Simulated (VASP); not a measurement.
InP, 2 atoms in the cell. The structure is cubic, space group F-43m (No. 216). The conventional cell has a = 5.861 Å, b = 5.861 Å, c = 5.861 Å, α = 90.00°, β = 90.00°, γ = 90.00°. In (site symmetry -43m) has 4 P at 2.54 Å as nearest neighbours. Around P (site symmetry -43m) lie 4 In at 2.54 Å. 

```yaml
Program: VASP 6.6.1
Task: single point
Functional: PBEsol
Potentials_or_basis: VASP PAW PBE potentials, release 64 (In_d, P)
Cutoff: 520 eV
k_mesh: 7 × 7 × 7
Occupations: fermi-dirac, width 0.02 eV
Spin: spin-orbit coupling, no magnetisation
Further_INCAR_settings: ALGO = Normal; EDIFF = 1e-06; NBANDS = 30
```

Potentials or basis: VASP PAW PBE potentials, release 64 (In_d, P).

Command:

```console
$ cat potpaw_PBE.64/In_d/POTCAR potpaw_PBE.64/P/POTCAR > POTCAR
$ mpirun -np 4 vasp_ncl > vasp.out
```

Hardware: 4 MPI ranks on Intel(R) Xeon(R) Platinum 8375C CPU @ 2.90GHz (Ice Lake), with other jobs on the host.

Question: Estimate the wall time of this run.

Answer: It took 66 s on 4 MPI ranks on Intel(R) Xeon(R) Platinum 8375C CPU @ 2.90GHz (Ice Lake), on a shared host, peak memory 0.33 GiB a rank. Counts: scf iterations 13, k points 30.
